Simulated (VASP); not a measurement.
SiC (Moissanite 3C):

```
Si C
1.0
     0.00000    2.17900    2.17900
     2.17900    0.00000    2.17900
     2.17900    2.17900    0.00000
Si C
1 1
Direct
  0.00000 0.00000 0.00000
  0.25000 0.25000 0.25000
```

- Program: VASP 6.6.1
- Task: relaxation of cell and atoms
- Functional: LDA
- Potentials or basis: VASP PAW LDA potentials, release 64 (Si, C)
- Cutoff: 600 eV
- k mesh: 13 × 13 × 13
- Occupations: fermi-dirac, width 0.05 eV
- Spin: no spin polarisation

At the start: pressure -4.2 GPa; volume 10.35 Å³/atom.

Question: Where does the relaxation end?

Answer: Over 3 steps the energy falls by 2.6 meV/atom and the volume is 10.15 Å³/atom (-1.9 %); space group F-43m (No. 216, to 0.05 Å).

Step by step:
| step | energy change (eV) | largest force (eV/Å) | pressure (GPa) | volume (Å³) |
| --- | --- | --- | --- | --- |
| 1 | 0.0000 | 0.0000 | -4.19 | 20.69 |
| 2 | 0.0009 | 0.0000 | 4.84 | 19.89 |
| 3 | -0.0052 | 0.0000 | -0.02 | 20.30 |

Final structure:
```
Si C
1.0
     0.00000    2.16528    2.16528
     2.16528    0.00000    2.16528
     2.16528    2.16528    0.00000
Si C
1 1
Direct
  0.00000 0.00000 0.00000
  0.25000 0.25000 0.25000
```
